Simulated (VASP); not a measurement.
A run of VASP 6.6.1:

File POSCAR:

```
Be2C
1.0
    0.0000000000      2.1622560000      2.1622560000
    2.1622560000      0.0000000000      2.1622560000
    2.1622560000      2.1622560000      0.0000000000
Be C
2 1
Direct
    0.7500000000      0.7500000000      0.7500000000
    0.2500000000      0.2500000000      0.2500000000
    0.0000000000      0.0000000000      0.0000000000
```

Contents of INCAR.step1:

```
  PREC = Accurate
  ENCUT = 600
  ISMEAR = 0
  SIGMA = 0.02
  LREAL = F
  LASPH = T
  NELM = 100
  GGA = PE
  ALGO = Normal
  EDIFF = 1E-4
  LWAVE = T
  LCHARG = F
```

Contents of INCAR.step2:

```
  PREC = Accurate
  ENCUT = 600
  EDIFF = 1E-6
  ISMEAR = 0
  SIGMA = 0.02
  LREAL = F
  LASPH = T
  NELM = 100
  ALGO = Normal
  ISIF = 3
  LWAVE = F
  LCHARG = F
  METAGGA = R2SCAN
  LMIXTAU = T
  IBRION = 2
  NSW = 70
  EDIFFG = -0.02
  ISTART = 1
```

Contents of KPOINTS:

```
Automatic mesh
0
Gamma
  12 12 12
```

Potentials or basis: VASP PAW PBE potentials, release 64 (Be, C).

Command:

```console
$ cat potpaw_PBE.64/Be/POTCAR potpaw_PBE.64/C/POTCAR > POTCAR
$ cp INCAR.step1 INCAR
$ mpirun -np 1 vasp_std > vasp.out
$ cp INCAR.step2 INCAR
$ mpirun -np 1 vasp_std > vasp.out
```

Hardware: 1 thread of Intel(R) Xeon(R) Platinum 8259CL CPU @ 2.50GHz (Skylake/Cascade Lake), with other jobs on the host.

**Question.** How long does it take, and how much memory?

**Answer.** Wall time 36 s on 1 thread of Intel(R) Xeon(R) Platinum 8259CL CPU @ 2.50GHz (Skylake/Cascade Lake), with other jobs on the host, peak memory 0.14 GiB. Counts: scf iterations 10, k points 72, ion steps 1.
